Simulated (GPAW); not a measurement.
# Sb (Im-3m) in GPAW: convergence with bands over the usual count

Aim: find how far bands over the usual count must go before the results for Sb settle, at PBEsol. This setting moves, with any that are tied to it; all else stays.

All numbers are computed with GPAW 26.7.0; they aren't measurements. Logs are shortened: lines on timing, memory, paths and dates and some standing lists are left out, and cuts for length are marked. The log counts tension as positive stress, the text compression.

## Step 1: The structure

Symmetry: Im-3m, No. 229, cubic system. Conventional cell: a = 3.743 Å, b = 3.743 Å, c = 3.743 Å, α = 90.00°, β = 90.00°, γ = 90.00°. Around Sb (site symmetry m-3m) lie 8 Sb at 3.24 Å.

This isn't the form of Sb at room conditions, which is rhombohedral.

## Step 2: With bands over the usual count 0.72

File run.py:

```python
from ase.dft.bandgap import bandgap
from ase.io import read, write
from ase.units import GPa
from gpaw import GPAW, PW, setup_paths

setup_paths.insert(0, '.')

atoms = read('Sb.xyz')

calc = GPAW(mode=PW(600),
            xc='PBEsol',
            kpts={'size': (10, 10, 10), 'gamma': True},
            occupations={'name': 'fermi-dirac', 'width': 0.05},
            nbands=11,
            convergence={'density': 1e-05, 'energy': 1e-05},
            maxiter=100,
            txt='gpaw.txt')
atoms.calc = calc
energy = atoms.get_potential_energy()
forces = atoms.get_forces()
stress = atoms.get_stress()
calc.write('gs.gpw')
write('result.traj', atoms)
print(f'Energy: {energy:.6f} eV')
print('Forces (eV/A):')
print(forces.round(4))
print('Stress (GPa):', (stress / GPa).round(3))
print('Fermi level:', round(calc.get_fermi_level(), 4), 'eV')
print(f'Gap: {bandgap(calc)[0]:.4f} eV, direct: {bandgap(calc, direct=True)[0]:.4f} eV')
```

File Sb.xyz:

```xyz
1
Lattice="-1.8713408863 1.8713408863 1.8713408863 1.8713408863 -1.8713408863 1.8713408863 1.8713408863 1.8713408863 -1.8713408863" Properties=species:S:1:pos:R:3 pbc="T T T"
Sb     0.0000000000      0.0000000000      0.0000000000
```

Potentials or basis: PAW data sets generated in the run's folder for this functional, pw.

Started as:

```bash
$ gpaw-setup -f PBEsol Sb
$ OMP_NUM_THREADS=1 python run.py
```

Run time: 5.8 s. Hardware: 1 thread of Intel Xeon 6975P-C (Granite Rapids), shared host; peak memory 0.14 GiB.

What came out:

* Free energy: -4.6468 eV
* Pressure: -0.4 GPa
* Band gap on the k mesh: none (metal or under the smearing width)

## Step 3: With bands over the usual count 0.8

run.py: that of step 2 with these lines changed.

```diff
@@ -13,3 +13,3 @@
             occupations={'name': 'fermi-dirac', 'width': 0.05},
-            nbands=11,
+            nbands=12,
             convergence={'density': 1e-05, 'energy': 1e-05},
```

Sb.xyz is that of step 2.

Potentials or basis: PAW data sets generated in the run's folder for this functional, pw.

Started as:

```bash
$ gpaw-setup -f PBEsol Sb
$ OMP_NUM_THREADS=1 python run.py
```

Wall time 6 s (1 thread of Intel Xeon 6975P-C (Granite Rapids), shared host); peak memory 0.14 GiB.

It converged, with:

| Item | Value |
| --- | --- |
| Free energy | -4.6468 eV |
| Pressure | -0.4 GPa |
| Band gap on the k mesh | none (metal or under the smearing width) |

## Step 4: With bands over the usual count 0.9

run.py: that of step 3 with these lines changed.

```diff
@@ -13,3 +13,3 @@
             occupations={'name': 'fermi-dirac', 'width': 0.05},
-            nbands=12,
+            nbands=13,
             convergence={'density': 1e-05, 'energy': 1e-05},
```

Sb.xyz is that of step 3.

Started as:

```bash
$ gpaw-setup -f PBEsol Sb
$ OMP_NUM_THREADS=1 python run.py
```

Wall time 6.1 s (1 thread of Intel Xeon 6975P-C (Granite Rapids), shared host); peak memory 0.14 GiB.

Results (log left out):

* Free energy: -4.6468 eV
* Pressure: -0.4 GPa
* Band gap on the k mesh: none (metal or under the smearing width)

## Step 5: With bands over the usual count 1

run.py: that of step 4 with these lines changed.

```diff
@@ -13,3 +13,3 @@
             occupations={'name': 'fermi-dirac', 'width': 0.05},
-            nbands=13,
+            nbands=15,
             convergence={'density': 1e-05, 'energy': 1e-05},
```

Sb.xyz is that of step 4.

Started as:

```bash
$ gpaw-setup -f PBEsol Sb
$ OMP_NUM_THREADS=1 python run.py
```

It took 6.5 s on 1 thread of Intel Xeon 6975P-C (Granite Rapids), shared host; peak memory 0.14 GiB.

Results (log left out):

```yaml
Free_energy: -4.6468 eV
Pressure: -0.4 GPa
Band_gap_on_the_k_mesh: none (metal or under the smearing width)
```

## Step 6: With bands over the usual count 1.3

run.py: that of step 5 with these lines changed.

```diff
@@ -13,3 +13,3 @@
             occupations={'name': 'fermi-dirac', 'width': 0.05},
-            nbands=15,
+            nbands=19,
             convergence={'density': 1e-05, 'energy': 1e-05},
```

Sb.xyz is that of step 5.

Potentials or basis: PAW data sets generated in the run's folder for this functional, pw.

Started as:

```bash
$ gpaw-setup -f PBEsol Sb
$ OMP_NUM_THREADS=1 python run.py
```

Run time: 7.4 s. Hardware: 1 thread of Intel Xeon 6975P-C (Granite Rapids), shared host; peak memory 0.15 GiB.

The run converged. Its results:

```yaml
Free_energy: -4.6468 eV
Pressure: -0.4 GPa
Band_gap_on_the_k_mesh: none (metal or under the smearing width)
```

## Step 7: With bands over the usual count 1.7

run.py: that of step 6 with these lines changed.

```diff
@@ -13,3 +13,3 @@
             occupations={'name': 'fermi-dirac', 'width': 0.05},
-            nbands=19,
+            nbands=25,
             convergence={'density': 1e-05, 'energy': 1e-05},
```

Sb.xyz is that of step 6.

Started as:

```bash
$ gpaw-setup -f PBEsol Sb
$ OMP_NUM_THREADS=1 python run.py
```

It took 9 s on 1 thread of Intel Xeon 6975P-C (Granite Rapids), shared host; peak memory 0.15 GiB.

It converged, with:

```yaml
Free_energy: -4.6468 eV
Pressure: -0.4 GPa
Band_gap_on_the_k_mesh: none (metal or under the smearing width)
```

## Step 8: With bands over the usual count 2.5

run.py: that of step 7 with these lines changed.

```diff
@@ -13,3 +13,3 @@
             occupations={'name': 'fermi-dirac', 'width': 0.05},
-            nbands=25,
+            nbands=36,
             convergence={'density': 1e-05, 'energy': 1e-05},
```

Sb.xyz is that of step 7.

Potentials or basis: PAW data sets generated in the run's folder for this functional, pw.

Started as:

```bash
$ gpaw-setup -f PBEsol Sb
$ OMP_NUM_THREADS=1 python run.py
```

gpaw.txt:

```text
__  _  _
 | _ |_)|_||  |
 |__||  | ||/\| - 26.7.0

Input parameters:
  mode=PW(ecut=600.0),
  convergence={'density': 1e-05, 'energy': 1e-05},
  kpts=MonkhorstPack(size=(10, 10, 10), gamma=True),
  maxiter=100,
  nbands=36,
  occupations=Occupations(name='fermi-dirac', width=0.05),
  xc=XC(name='PBEsol')

Diagonalizing LCAO Hamiltonian
Converting LCAO to pw mode

       Sb

Atoms  # Å, Bohr magnetons
|   | symbol |        x |        y |        z |    initial magnetic moments |
|---|--------|----------|----------|----------|-----------------------------|
| 0 |     Sb | 0.000000 | 0.000000 | 0.000000 | ( 0.0000,  0.0000,  0.0000) |

Unit cell  # Å
| periodic |         x |         y |         z |  lengths |     angles |
|----------|-----------|-----------|-----------|----------|------------|
|      yes | -1.871341 |  1.871341 |  1.871341 | 3.241257 | 109.471221 |
|      yes |  1.871341 | -1.871341 |  1.871341 | 3.241257 | 109.471221 |
|      yes |  1.871341 |  1.871341 | -1.871341 | 3.241257 | 109.471221 |

Number of symmetries: 48
Symmetry operations  # r_c * U_cc + t_c -> r_c
|    | kind |            matrix            |
|----|------|------------------------------|
|  0 |  σ   |  1, 1, 1,  0, 0,-1,  0,-1, 0 |
|  1 |  C4  |  1, 1, 1,  0, 0,-1, -1, 0, 0 |
|  2 |  C2  |  1, 1, 1,  0,-1, 0,  0, 0,-1 |
|  3 |  S6  |  1, 1, 1,  0,-1, 0, -1, 0, 0 |
|  4 |  S6  |  1, 1, 1, -1, 0, 0,  0, 0,-1 |
|  5 |  C4  |  1, 1, 1, -1, 0, 0,  0,-1, 0 |
|  6 |  E   |  1, 0, 0,  0, 1, 0,  0, 0, 1 |
|  7 |  σ   |  1, 0, 0,  0, 1, 0, -1,-1,-1 |
|  8 |  σ   |  1, 0, 0,  0, 0, 1,  0, 1, 0 |
|  9 |  C3  |  1, 0, 0,  0, 0, 1, -1,-1,-1 |
| 10 |  C3  |  1, 0, 0, -1,-1,-1,  0, 1, 0 |
| 11 |  σ   |  1, 0, 0, -1,-1,-1,  0, 0, 1 |
| 12 |  σ   |  0, 1, 0,  1, 0, 0,  0, 0, 1 |
| 13 |  C2  |  0, 1, 0,  1, 0, 0, -1,-1,-1 |
| 14 |  C3  |  0, 1, 0,  0, 0, 1,  1, 0, 0 |
| 15 |  S4  |  0, 1, 0,  0, 0, 1, -1,-1,-1 |
| 16 |  S4  |  0, 1, 0, -1,-1,-1,  1, 0, 0 |
| 17 |  C3  |  0, 1, 0, -1,-1,-1,  0, 0, 1 |
| 18 |  C3  |  0, 0, 1,  1, 0, 0,  0, 1, 0 |
| 19 |  S4  |  0, 0, 1,  1, 0, 0, -1,-1,-1 |
| 20 |  σ   |  0, 0, 1,  0, 1, 0,  1, 0, 0 |
| 21 |  C3  |  0, 0, 1,  0, 1, 0, -1,-1,-1 |
| 22 |  C2  |  0, 0, 1, -1,-1,-1,  1, 0, 0 |
| 23 |  S4  |  0, 0, 1, -1,-1,-1,  0, 1, 0 |
| 24 |  C4  |  0, 0,-1,  1, 1, 1,  0,-1, 0 |
| 25 |  σ   |  0, 0,-1,  1, 1, 1, -1, 0, 0 |
| 26 |  S6  |  0, 0,-1,  0,-1, 0,  1, 1, 1 |
| 27 |  C2  |  0, 0,-1,  0,-1, 0, -1, 0, 0 |
| 28 |  C4  |  0, 0,-1, -1, 0, 0,  1, 1, 1 |
| 29 |  S6  |  0, 0,-1, -1, 0, 0,  0,-1, 0 |
| 30 |  S6  |  0,-1, 0,  1, 1, 1,  0, 0,-1 |
| 31 |  C4  |  0,-1, 0,  1, 1, 1, -1, 0, 0 |
| 32 |  C4  |  0,-1, 0,  0, 0,-1,  1, 1, 1 |
| 33 |  S6  |  0,-1, 0,  0, 0,-1, -1, 0, 0 |
| 34 |  σ   |  0,-1, 0, -1, 0, 0,  1, 1, 1 |
| 35 |  C2  |  0,-1, 0, -1, 0, 0,  0, 0,-1 |
| 36 |  C2  | -1, 0, 0,  1, 1, 1,  0, 0,-1 |
| 37 |  S6  | -1, 0, 0,  1, 1, 1,  0,-1, 0 |
| 38 |  S6  | -1, 0, 0,  0, 0,-1,  1, 1, 1 |
| 39 |  C2  | -1, 0, 0,  0, 0,-1,  0,-1, 0 |
| 40 |  C2  | -1, 0, 0,  0,-1, 0,  1, 1, 1 |
| 41 |  i   | -1, 0, 0,  0,-1, 0,  0, 0,-1 |
| 42 |  S4  | -1,-1,-1,  1, 0, 0,  0, 1, 0 |
| 43 |  C3  | -1,-1,-1,  1, 0, 0,  0, 0, 1 |
| 44 |  C3  | -1,-1,-1,  0, 1, 0,  1, 0, 0 |
| 45 |  σ   | -1,-1,-1,  0, 1, 0,  0, 0, 1 |
| 46 |  S4  | -1,-1,-1,  0, 0, 1,  1, 0, 0 |
| 47 |  C2  | -1,-1,-1,  0, 0, 1,  0, 1, 0 |

BZ-sampling:
  Number of BZ points: 1000
  Number of IBZ points: 47

  Monkhorst-Pack size: [10, 10, 10]
  Monkhorst-Pack shift: [0.05, 0.05, 0.05]

K-points  # in reciprocal-cell coordinates
|     |                                coordinates |     weight |
|-----|--------------------------------------------|------------|
|   0 | (  0.00000000,   0.00000000,   0.00000000) | 0.00100000 |
|   1 | (  0.10000000,   0.00000000,   0.00000000) | 0.01200000 |
|   2 | (  0.10000000,   0.10000000,  -0.10000000) | 0.00600000 |
|   3 | (  0.20000000,   0.00000000,  -0.10000000) | 0.02400000 |
|   4 | (  0.20000000,   0.00000000,   0.00000000) | 0.01200000 |
|   5 | (  0.20000000,   0.10000000,  -0.10000000) | 0.02400000 |
|   6 | (  0.20000000,   0.20000000,  -0.20000000) | 0.00600000 |
|   7 | (  0.30000000,  -0.10000000,  -0.10000000) | 0.00800000 |
|   8 | (  0.30000000,   0.00000000,  -0.10000000) | 0.04800000 |
|   9 | (  0.30000000,   0.00000000,   0.00000000) | 0.01200000 |
| ... |                                            |            |
|  46 | (  0.50000000,   0.50000000,   0.50000000) | 0.00100000 |

Plane wave coefficients: 909
Cutoff: 600.0 eV

Spin-components: 1 (collinear spins)
Bands:           36
Projectors:      6
Spin-degeneracy: 2
Datatype:        complex128

Parallelization:
  kpt:    1
  domain: 1
  band:   1

Density:
  Valence electrons: 15.0
  Components: 1
  Grid points: [20 20 20]
  Charge: 0.0  # |e|

Potential:
  Grid points: [20 20 20]

species:
  Sb:
    name:    Antimony
    Z:       51.0
    valence: 15
    core:    36
    charge:  0.0  # [|e|]
    compensation charges:
      type: gauss
      rc: 0.36  # [Å]
      lmax: 2
    cutoffs:
      filter: 2.23  # [Å]
      core: 2.23  # [Å]
    projectors
    | kind |    occ | energy [eV] | rcut [Å] |
    |------|--------|-------------|----------|
    |   5s |  2.000 |     -12.861 |    1.154 |
    |   5p |  3.000 |      -4.846 |    1.233 |
    |   4d | 10.000 |     -33.456 |    1.196 |
    |    s |        |      14.351 |    1.154 |
    |    p |        |      22.365 |    1.233 |
    |    d |        |      -6.245 |    1.196 |

    Using partial waves for Sb as LCAO basis

Reference energy: -176204.783462  # eV

eigensolver:
  PPCG
  Converge bands: occupied
  niter=2

density mixing:
  MSR1-Mixer
  Pratt-step length: 0.05
  Maximum mixing coefficient: 0.75
  Old densities: 10
  SVD Regularization: 0.005
  Good broyden scale: 1.0
  Trust region scale: 1.0
  Backstep threshold: 4.0
  History deletion threshold: 6.0
  Fourier metric: weight=20.0, sigma=0.015

occupation numbers:
  Fermi-Dirac:
    width: 0.0500  # eV

poisson solver:
  ecut: 4800.0  # eV

xc functional:
  name: PBEsol with 2 nearest neighbor stencil

convergence criteria:
- Maximum integral of absolute [dens]ity change: 1e-05 electrons / valence electron
- Maximum [total energy] change in last 3 cyles: 1e-05 eV / valence electron
- Maximum integral of absolute [eigenst]ate change: 4e-08 eV^2 / valence electron
maximum number of iterations: 100

SCF iterations
|iter     | |      energy | eigst |  dens |
|---------|-|-------------|-------|-------|
|iter:   1| |   -4.639755 | +0.02 |       |
|iter:   2| |   -4.648940 | -2.59 | -1.83 |
|iter:   3| |   -4.642361 | -3.57 | -1.85 |
|iter:   4| |   -4.642314 | -4.99 | -2.56 |
|iter:   5| |   -4.642347c| -5.66 | -2.97 |
|iter:   6| |   -4.642348c| -7.35 | -3.82 |
|iter:   7| |   -4.642348c| -7.62c| -4.79 |
|iter:   8| |   -4.642348c| -7.90c| -5.12c|

Converged in 8 steps
Energy contributions relative to reference atoms: (reference = -176204.783462)

Energy contributions:
  Kinetic:          -0.536404
  Coulomb:           0.199552
  Zero:              0.162791
  External:          0.000000
  Xc:               -4.463791
  Entropy:          -0.008990
  Spinorbit:         0.000000
  ----------------------------
  Free energy:      -4.646843
  Extrapolated:     -4.642348

dipole moment: (-6.782923, -6.782923, -6.782923)  # |e|*Ang

Fermi level: 8.239
Eigenvalues  # (at kpt = [0.000, 0.000, 0.000])
| band index |      eig [eV] | occ [0-2] |
|------------|---------------|-----------|
|          0 |       -20.915 |     2.000 |
|          1 |       -20.915 |     2.000 |
|          2 |       -20.915 |     2.000 |
|          3 |       -20.838 |     2.000 |
|          4 |       -20.838 |     2.000 |
|          5 |        -4.792 |     2.000 |
|          6 |        13.931 |     0.000 |
|          7 |        13.931 |     0.000 |
|          8 |        13.931 |     0.000 |
|          9 |        19.664 |     0.000 |
|         10 |        19.664 |     0.000 |
|         11 |        19.664 |     0.000 |
|         12 |        20.142 |     0.000 |
|         13 |        20.142 |     0.000 |
|        ... |               |           |
|         35 |        61.156 |     0.000 |

No gap
No difference between direct/indirect transitions

Forces  # eV/Ang
|       x |        y |        z |
|---------|----------|----------|
| 0.00000 | -0.00000 | -0.00000 |  # Sb   0

Stress tensor  # eV/Ang^3
|        x |         y |         z |
|----------|-----------|-----------|
| 0.002303 |  0.000000 |  0.000000 |
| 0.000000 |  0.002303 | -0.000000 |
| 0.000000 | -0.000000 |  0.002303 |

# Writing to gs.gpw (mode='')
```

Run time: 11 s. Hardware: 1 thread of Intel Xeon 6975P-C (Granite Rapids), shared host; peak memory 0.16 GiB.

What came out:

```yaml
Free_energy: -4.6468 eV
Pressure: -0.4 GPa
Band_gap_on_the_k_mesh: none (metal or under the smearing width)
```

## Step 9: Result

| bands over the usual count | energy less the tightest run, at zero smearing (meV/atom) | SCF cycles | CPU time (s) | peak memory (GiB) |
| --- | --- | --- | --- | --- |
| 0.72 | 0.00 | 8 | 5.8 | 0.14 |
| 0.8 | 0.00 | 8 | 6 | 0.14 |
| 0.9 | 0.00 | 8 | 6.1 | 0.14 |
| 1 | 0.00 | 8 | 6.5 | 0.14 |
| 1.3 | 0.00 | 8 | 7.4 | 0.15 |
| 1.7 | 0.00 | 8 | 9 | 0.15 |
| 2.5 | 0.00 | 8 | 11 | 0.16 |

Against the tightest run, the energy stays within 1 meV/atom from 0.72 on. The tightest run that finished is the yardstick and may itself not be fully converged.
